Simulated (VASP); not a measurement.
# Ni (Fm-3m) in VASP: settings compared

The runs below take Ni through relaxation of cell and atoms, with PBE+D3(BJ), PBE+D4.

Everything below comes from runs of VASP 6.6.1. Logs are shortened: lines on timing, memory, paths and dates and some standing lists are left out, and cuts for length are marked.

## Step 1: Starting point

The structure is cubic, space group Fm-3m (No. 225). The conventional cell has a = 3.475 Å, b = 3.475 Å, c = 3.475 Å, α = 90.00°, β = 90.00°, γ = 90.00°. Ni (site symmetry m-3m) is surrounded by 12 Ni at 2.46 Å.

## Step 2: Relaxation of cell and atoms, PBE+D3(BJ), collinear spin, ferromagnetic start

INCAR

```
  PREC = Accurate
  ENCUT = 600
  EDIFF = 1E-6
  ISMEAR = -1
  SIGMA = 0.05
  LREAL = F
  LASPH = T
  NELM = 150
  ALGO = Fast
  ISIF = 3
  LWAVE = F
  LCHARG = F
  ISPIN = 2
  MAGMOM = 1
  LORBIT = 11
  LMAXMIX = 4
  GGA = PE
  IVDW = 12
  IBRION = 2
  NSW = 40
  EDIFFG = -0.005
```

KPOINTS

```
Automatic mesh
0
Gamma
  10 10 10
```

POSCAR

```
Ni
1.0
    0.0000000000      1.7375729330      1.7375729330
    1.7375729330      0.0000000000      1.7375729330
    1.7375729330      1.7375729330      0.0000000000
Ni
1
Direct
    0.0000000000      0.0000000000      0.0000000000
```

Potentials or basis: VASP PAW PBE potentials, release 64 (Ni).

On the command line:

```bash
$ cat potpaw_PBE.64/Ni/POTCAR > POTCAR
$ mpirun -np 1 vasp_std > vasp.out
```

OUTCAR:

```text
PREC = Accurate
   ENCUT = 600
   EDIFF = 1E-6
   ISMEAR = -1
   LREAL = F
   LASPH = T
   NELM = 150
   ISIF = 3
   ISPIN = 2
   LORBIT = 11
   GGA = PE
   IVDW = 12
   IBRION = 2
   NSW = 40
   EDIFFG = -0.005
 IVDW          = 12

 ion  position               nearest neighbor table
   1  0.000  0.000  0.000-

  LATTYP: Found a face centered cubic cell.
 ALAT       =     3.4751458660

  Lattice vectors:

 A1 = (   0.0000000000,   1.7375729330,   1.7375729330)
 A2 = (   1.7375729330,   0.0000000000,   1.7375729330)
 A3 = (   1.7375729330,   1.7375729330,   0.0000000000)

Analysis of symmetry for initial positions (statically):
=====================================================================
 Subroutine PRICEL returns:
 Original cell was already a primitive cell.

 Routine SETGRP: Setting up the symmetry group for a
 face centered cubic supercell.

 Subroutine GETGRP returns: Found 48 space group operations
 (whereof 48 operations were pure point group operations)
 out of a pool of 48 trial point group operations.

The static configuration has the point symmetry O_h .

Analysis of symmetry for dynamics (positions and initial velocities):
=====================================================================
 Subroutine PRICEL returns:
 Original cell was already a primitive cell.

 Routine SETGRP: Setting up the symmetry group for a
 face centered cubic supercell.

 Subroutine GETGRP returns: Found 48 space group operations
 (whereof 48 operations were pure point group operations)
 out of a pool of 48 trial point group operations.

The dynamic configuration has the point symmetry O_h .

Analysis of structural, dynamic, and magnetic symmetry:
=====================================================================
 Subroutine PRICEL returns:
 Original cell was already a primitive cell.

 Routine SETGRP: Setting up the symmetry group for a
 face centered cubic supercell.

 Subroutine GETGRP returns: Found 48 space group operations
 (whereof 48 operations were pure point group operations)
 out of a pool of 48 trial point group operations.

The overall configuration has the point symmetry O_h .

 Subroutine INISYM returns: Found 48 space group operations
 (whereof 48 operations are pure point group operations),
 and found     1 'primitive' translations

----------------------------------------------------------------------------------------

                                     Primitive cell

  volume of cell :      10.4920

  direct lattice vectors                    reciprocal lattice vectors
     0.000000000  1.737572933  1.737572933    -0.287757705  0.287757705  0.287757705
     1.737572933  0.000000000  1.737572933     0.287757705 -0.287757705  0.287757705
     1.737572933  1.737572933  0.000000000     0.287757705  0.287757705 -0.287757705

  length of vectors
     2.457299207  2.457299207  2.457299207     0.498410966  0.498410966  0.498410966

  position of ions in fractional coordinates (direct lattice)
     0.000000000  0.000000000  0.000000000

  ion indices of the primitive-cell ions
   primitive index   ion index
                 1           1

----------------------------------------------------------------------------------------

 KPOINTS: Automatic mesh

Automatic generation of k-mesh.
 Grid dimensions read from file:
 generate k-points for:   10   10   10

 Generating k-lattice:

  Cartesian coordinates                     Fractional coordinates (reciprocal lattice)
    -0.028775771  0.028775771  0.028775771     0.100000000  0.000000000  0.000000000
     0.028775771 -0.028775771  0.028775771     0.000000000  0.100000000  0.000000000
     0.028775771  0.028775771 -0.028775771     0.000000000  0.000000000  0.100000000

  Length of vectors
     0.049841097  0.049841097  0.049841097

  Shift w.r.t. Gamma in fractional coordinates (k-lattice)
     0.000000000  0.000000000  0.000000000

 Subroutine IBZKPT returns following result:
 ===========================================

 Found     47 irreducible k-points:

 Following reciprocal coordinates:
            Coordinates               Weight
  0.000000  0.000000  0.000000      1.000000
  0.100000  0.000000  0.000000      8.000000
  0.200000  0.000000  0.000000      8.000000
  0.300000  0.000000  0.000000      8.000000
  0.400000  0.000000  0.000000      8.000000
  0.500000  0.000000  0.000000      4.000000
[... 16 lines left out ...]
  0.300000  0.300000  0.000000      6.000000
  0.400000  0.300000  0.000000     24.000000
 [... further k-points ...]
   k-points           NKPTS =     47   k-points in BZ     NKDIM =     47   number of bands    NBANDS=     10
   number of dos      NEDOS =    301   number of ions     NIONS =      1
   total plane-waves  NPLWV =   8000
   dimension x,y,z NGX =    20 NGY =   20 NGZ =   20
   dimension x,y,z NGXF=    40 NGYF=   40 NGZF=   40
   ions per type =               1
   NGX,Y,Z   is equivalent  to a cutoff of  13.53, 13.53, 13.53 a.u.
   NGXF,Y,Z  is equivalent  to a cutoff of  27.06, 27.06, 27.06 a.u.
 SYSTEM =  unknown system
   PREC   = accura    normal or accurate (medium, high low for compatibility)
   ISTART =      0    job   : 0-new  1-cont  2-samecut
   ICHARG =      2    charge: 1-file 2-atom 10-const
   ISPIN  =      2    spin polarized calculation?
   LNONCOLLINEAR =      F non collinear calculations
   LSORBIT =      F    spin-orbit coupling
   LASPH  =      T    aspherical Exc in radial PAW
   ENCUT  =  600.0 eV  44.10 Ry    6.64 a.u.   4.91  4.91  4.91*2*pi/ulx,y,z
   NELM   =    150;   NELMIN=  2; NELMDL= -5     # of ELM steps
   EDIFF  = 0.1E-05   stopping-criterion for ELM
   LREAL  =      F    real-space projection
   EDIFFG = -.5E-02   stopping-criterion for IOM
   NSW    =     40    number of steps for IOM
   IBRION =      2    ionic relax: 0-MD 1-quasi-New 2-CG
   NFREE  =      1    steps in history (QN), initial steepest desc. (CG)
   ISIF   =      3    stress and relaxation
   ISYM   =      2    0-nonsym 1-usesym 2-fastsym
   POTIM  = 0.5000    time-step for ionic-motion
   TEBEG  =    0.0;   TEEND  =   0.0 temperature during run
   PSTRESS=    0.0 pullay stress
   NELECT =      10.0000    total number of electrons
   NUPDOWN=      -1.0000    fix difference up-down
   EMIN   =  10.00;   EMAX   =-10.00  energy-range for DOS
   EFERMI =   0.00;   METHOD = LEGACY
   ISMEAR =    -1;   SIGMA  =   0.05  broadening in eV -4-tet -1-fermi 0-gaus
   EFERMI_NEDOS =   21; number of points for ismear=-14 and -15
   IALGO  =     68    algorithm
   IMIX   =      4    mixing-type and parameters
     AMIX     =   0.40;   BMIX     =  1.00
     AMIX_MAG =   1.60;   BMIX_MAG =  1.00
  volume/ion in A,a.u.               =      10.49        70.80
  Fermi-wavevector in a.u.,A,eV,Ry     =   1.611097  3.044533 35.315755  2.595635
  Thomas-Fermi vector in A             =   2.706542
   LORBIT       =     11    0 simple, 1 ext, 2 COOP (PROOUT), +10 PAW based schemes
   GGA     = PE    functional components
   LHFCALC =     F    Hartree Fock is set to
   AEXX    =    0.0000 exact exchange contribution
   IVDW    =    12    specifies the selected vdW correction
   LEPSILON=     F    determine dielectric tensor
   LRPA    =     F    only Hartree local field effects (RPA)
 conjugate gradient relaxation of ions
 spin polarized calculation
 RMM-DIIS sequential band-by-band and
  energy-cutoff  :      600.00
  volume of cell :       10.49
 maximum number of plane-waves:       360
   NGX =  9   NGY =  9   NGZ =  9

--------------------------------------- Ionic step        1  -------------------------------------------

 number of electron      10.0000000 magnetization       1.0000000

 number of electron       9.9999999 magnetization       0.7013499

 Free energy of the ion-electron system (eV)
  ---------------------------------------------------
  ext. energy  EPLUGINS =         0.00000000
  ---------------------------------------------------
  free energy    TOTEN  =        -5.46849316 eV

  energy without entropy =       -5.45515938  energy(sigma->0) =       -5.46182627

------------------------ aborting loop because EDIFF is reached ----------------------------------------

 Edisp (eV)   -0.48034

 E8    (eV) :    -0.2077

  FORCE on cell =-STRESS in cart. coord.  units (eV):
  Direction    XX          YY          ZZ          XY          YZ          ZX
  --------------------------------------------------------------------------------------
  -------------------------------------------------------------------------------------
  Total       0.04718     0.04718     0.04718     0.00000     0.00000    -0.00000
  in kB       7.20501     7.20501     7.20501     0.00000     0.00000    -0.00000
  external pressure =        7.21 kB  Pullay stress =        0.00 kB
[... 137 lines left out ...]
  energy  without entropy=       -5.9355866961  energy(sigma->0) =       -5.94226331

--------------------------------------- Ionic step        5  -------------------------------------------

 number of electron      10.0000001 magnetization       0.7029809

 Free energy of the ion-electron system (eV)
  ---------------------------------------------------
  ext. energy  EPLUGINS =         0.00000000
  ---------------------------------------------------
  free energy    TOTEN  =        -5.47048942 eV

  energy without entropy =       -5.45713603  energy(sigma->0) =       -5.46381272

 E-fermi :   9.8555     XC(G=0): -13.4499

 val. band max:        9.8527818681   @ k =   0.4000   0.3000   0.0000
 cond. band min:       9.8587543772   @ k =   0.4000   0.4000   0.0000
 fundamental gap:      0.0059725091
 Fermi energy:         9.8554946676

 spin component 1

 k-point     1 :       0.0000    0.0000    0.0000
  band No.  band energies     occupation
      1       0.5963      1.00000
      2       7.2724      1.00000
      3       7.2724      1.00000
      4       7.2724      1.00000
      5       8.5085      1.00000
      6       8.5085      1.00000
      7      33.8388      0.00000
      8      37.9509      0.00000
      9      37.9509      0.00000
     10      37.9509      0.00000
[... 287 lines left out ...]
 k-point    24 :       0.4000    0.3000    0.0000
  band No.  band energies     occupation
      1       5.0049      1.00000
      2       5.8571      1.00000
      3       8.0199      1.00000
      4       8.5996      1.00000
      5       9.1799      1.00000
      6       9.8528      0.51356
      7      24.0882      0.00000
      8      25.2119      0.00000
      9      27.0960      0.00000
     10      31.4873      0.00000

 [... further k-points ...]

 spin component 2

 k-point     1 :       0.0000    0.0000    0.0000
  band No.  band energies     occupation
      1       0.5814      1.00000
      2       8.1044      1.00000
      3       8.1044      1.00000
      4       8.1044      1.00000
      5       9.1638      1.00000
      6       9.1638      1.00000
      7      33.6909      0.00000
      8      37.9475      0.00000
      9      37.9475      0.00000
     10      37.9475      0.00000
[... 331 lines left out ...]
  FREE ENERGIE OF THE ION-ELECTRON SYSTEM (eV)
  ---------------------------------------------------
  free  energy   TOTEN  =        -5.9489443964 eV

  energy  without entropy=       -5.9355910126  energy(sigma->0) =       -5.94226770

 reached required accuracy - stopping structural energy minimisation

 total charge

# of ion       s       p       d       tot
------------------------------------------
    1        0.514   0.530   8.325   9.368

 magnetization (x)

# of ion       s       p       d       tot
------------------------------------------
    1       -0.004  -0.023   0.736   0.710
```

It took 17 s on 1 thread of Intel Xeon 6975P-C (Granite Rapids), shared host; peak memory 0.14 GiB.

What came out:

```
Free energy                                           : -5.9489 eV
Relaxed volume                                        : 10.53 Å³/atom
Relaxed cell                                          : a = 2.460 Å, b = 2.460 Å, c = 2.460 Å, α = 60.00°, β = 60.00°, γ = 60.00°
Space group after relaxing (to 0.05 Å)                : Fm-3m (No. 225)
Energy gained by relaxing                             : 0.1 meV/atom
Ionic steps                                           : 5
Pressure after relaxing                               : -0.1 GPa
Band gap on the k mesh                                : none (metal or under the smearing width)
Net moment                                            : 0.70 μB per cell
Site moments                                          : Ni +0.71 μB
Valence electrons inside the program's atomic spheres : Ni 9.37
Dispersion energy per atom                            : -0.478 eV
```

Step by step:
```csv
step,energy change (eV),largest force (eV/Å),pressure (GPa),volume (Å³)
1,0.0000,0.0000,0.72,10.49
2,-0.0001,0.0000,-0.50,10.56
3,-0.0001,0.0000,-0.24,10.54
4,-0.0001,0.0000,0.38,10.53
5,-0.0001,0.0000,-0.05,10.53
```

Final structure:
```
Ni
1.0
     0.00000    1.73979    1.73979
     1.73979    0.00000    1.73979
     1.73979    1.73979    0.00000
Ni
1
Cartesian
  0.0000 0.0000 0.0000
```

Caveat: pairwise dispersion overbinds metals, which lowers pressure and volume.

## Step 3: Relaxation of cell and atoms, PBE+D4, collinear spin, ferromagnetic start

INCAR, as its differences from that of step 2:

```diff
@@ -17,3 +17,3 @@
   GGA = PE
-  IVDW = 12
+  IVDW = 13
   IBRION = 2
```

KPOINTS is that of step 2.

POSCAR is that of step 2.

Potentials or basis: VASP PAW PBE potentials, release 64 (Ni).

On the command line:

```bash
$ cat potpaw_PBE.64/Ni/POTCAR > POTCAR
$ mpirun -np 1 vasp_std > vasp.out
```

It took 25 s on 1 thread of Intel Xeon 6975P-C (Granite Rapids), shared host; peak memory 0.14 GiB.

It converged, with:

| Item | Value |
| --- | --- |
| Free energy | -5.9393 eV |
| Relaxed volume | 10.57 Å³/atom |
| Relaxed cell | a = 2.464 Å, b = 2.464 Å, c = 2.464 Å, α = 60.00°, β = 60.00°, γ = 60.00° |
| Space group after relaxing (to 0.05 Å) | Fm-3m (No. 225) |
| Energy gained by relaxing | 0.5 meV/atom |
| Ionic steps | 7 |
| Pressure after relaxing | 0.0 GPa |
| Band gap on the k mesh | none (metal or under the smearing width) |
| Net moment | 0.70 μB per cell |
| Site moments | Ni +0.71 μB |
| Valence electrons inside the program's atomic spheres | Ni 9.36 |
| Dispersion energy per atom | -0.467 eV |

The path:
```
step  energy change (eV)  largest force (eV/Å)  pressure (GPa)  volume (Å³)
   1              0.0000                0.0000            1.61        10.49
   2             -0.0001                0.0000           -1.46        10.65
   3             -0.0005                0.0000           -0.16        10.58
   4             -0.0005                0.0000            0.28        10.57
   5             -0.0005                0.0000           -0.12        10.58
   6             -0.0005                0.0000            0.18        10.57
   7             -0.0005                0.0000           -0.02        10.57
```

Final structure:
```cif
data_structure
_symmetry_space_group_name_H-M 'P 1'
_symmetry_Int_Tables_number 1
_cell_length_a 2.4637
_cell_length_b 2.4637
_cell_length_c 2.4637
_cell_angle_alpha 60.000
_cell_angle_beta 60.000
_cell_angle_gamma 60.000
_cell_volume 10.57
loop_
_atom_site_label
_atom_site_type_symbol
_atom_site_fract_x
_atom_site_fract_y
_atom_site_fract_z
_atom_site_occupancy
Ni1 Ni 0.00000 0.00000 0.00000 1
```

Levels at points of the mesh, in eV from the Fermi level:
Spin up:
```csv
k point,band 2,band 3,band 4,band 5,band 6,band 7,band 8,band 9
"(0.00, 0.00, 0.00)",-2.57,-2.57,-2.57,-1.34,-1.34,23.95,28.03,28.03
"(0.50, 0.00, 0.00)",-2.55,-2.55,-0.67,-0.67,-0.36,5.82,22.43,25.15
"(0.50, 0.50, 0.00)",-4.41,-0.61,-0.53,-0.53,2.44,9.44,15.07,15.07
```
Spin down:
| k point | band 2 | band 3 | band 4 | band 5 | band 6 | band 7 | band 8 | band 9 |
| --- | --- | --- | --- | --- | --- | --- | --- | --- |
| (0.00, 0.00, 0.00) | -1.74 | -1.74 | -1.74 | -0.69 | -0.69 | 23.80 | 28.03 | 28.03 |
| (0.50, 0.00, 0.00) | -1.87 | -1.87 | -0.41 | 0.17 | 0.17 | 6.30 | 22.30 | 25.26 |
| (0.50, 0.50, 0.00) | -3.72 | 0.08 | 0.42 | 0.42 | 2.42 | 9.73 | 15.10 | 15.10 |

Caveat: pairwise dispersion overbinds metals, which lowers pressure and volume.
